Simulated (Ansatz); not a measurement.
MoS2 in the 3R-MoS2 structure, relaxed with r2SCAN+rVV10, was run in Ansatz 0.2.0 under altered settings. All numbers are computed, without spin polarisation but where a row says otherwise.

```
CELL_PARAMETERS angstrom
1.58759 0.91660 6.19394
-1.58759 0.91660 6.19394
0.00000 -1.83319 6.19394
ATOMIC_POSITIONS crystal
Mo 0.99999 0.99999 0.99999
S 0.41700 0.41700 0.41700
S 0.24968 0.24968 0.24968
```

The base run's other keys:
```yaml
kpoints:
  mp_grid: { grid: [6, 6, 6] }
hamiltonian:
  xc: r2scan
scf:
  occupations: { method: fixed }
  n_extra_bands: 4
```

It takes 9 iterations with 1379 plane waves at 500 eV and 32 k points, and leaves a mean stress of +1.15 GPa. The gap over this mesh is 1.031 eV. It ran on 4 threads of Arm Neoverse N1, on a shared host.

Outcomes, with energy and stress as changes against the base:
```
                                               setting            outcome  ΔF (meV/atom)  Δ mean stress (GPa)  gap on the mesh (eV)  iterations  wall time
                     scf.occupations: fermi_dirac 0.05          converged            0.0                 0.00                 1.031           9      4.1 s
                kpoints.mp_grid.shift: [0.5, 0.5, 0.5]          converged            0.0                 0.00                 1.063           9      3.8 s
                  scf.convergence.dr2_threshold: 1e-12          converged            0.0                 0.00                 1.031          13      4.9 s
              scf.occupations: methfessel_paxton 0.001          converged            0.0                 0.00                 1.031           9        4 s
                                         accuracy: low          converged            0.0                 0.00                 1.031           9      3.5 s
                         scf.occupations: gaussian 0.2          converged            0.0                 0.00                 1.031           9      3.9 s
                                    basis.ecutwfc: 750          converged           -1.4                 0.00                 1.031           9      7.7 s
                         scf.occupations: gaussian 0.5          converged           -0.4                +0.01                 1.031           9        4 s
                                    basis.ecutwfc: 500          converged            0.0                 0.00                 1.031           9        4 s
                       kpoints.mp_grid.grid: [2, 2, 2]          converged           +283                +2.56                 1.446           9      1.8 s
hamiltonian.pseudopotentials: nc (cutoff then 1088 eV)          converged              –                +0.03                 1.033          12       13 s
                                    basis.ecutwfc: 300  converged, warned            +33                +0.20                 1.033           8      2.5 s
                                 scf.n_extra_bands: 24          converged            0.0                 0.00                 1.031           8      5.5 s
```
A dash marks a value that wasn't obtained or can't be compared. Stress is positive in compression. The base took 5.8 s.

- kpoints.mp_grid.shift: [0.5, 0.5, 0.5]. The free energy moves by 0.0 meV an atom, the mean stress by 0.00 GPa and the gap on the mesh by +0.032 eV (to 1.063).
- basis.ecutwfc: 750. 2529 plane waves in place of 1379. The free energy moves by -1.4 meV an atom, the mean stress by 0.00 GPa and the gap on the mesh by 0.000 eV (to 1.031). The base cutoff was converged to that degree.
- kpoints.mp_grid.grid: [2, 2, 2]. The free energy moves by +283 meV an atom, the mean stress by +2.56 GPa (single components by up to 6.8) and the gap on the mesh by +0.415 eV (to 1.446). The gap changes mostly because other points are sampled; a mesh that misses a band edge overestimates it. The mesh is too coarse.
- basis.ecutwfc: 300. 635 plane waves in place of 1379. The free energy moves by +33 meV an atom, the mean stress by +0.20 GPa and the gap on the mesh by +0.002 eV (to 1.033). The basis is too small: these are errors of the cutoff. Warned: cutoff below recommended.

Within 1 meV an atom, 0.1 GPa and 0.005 eV of the base stay: scf.occupations: fermi_dirac 0.05; scf.convergence.dr2_threshold: 1e-12; scf.occupations: methfessel_paxton 0.001; accuracy: low; scf.occupations: gaussian 0.2; scf.occupations: gaussian 0.5; basis.ecutwfc: 500; scf.n_extra_bands: 24.

The runs are scalar-relativistic, without spin-orbit coupling.
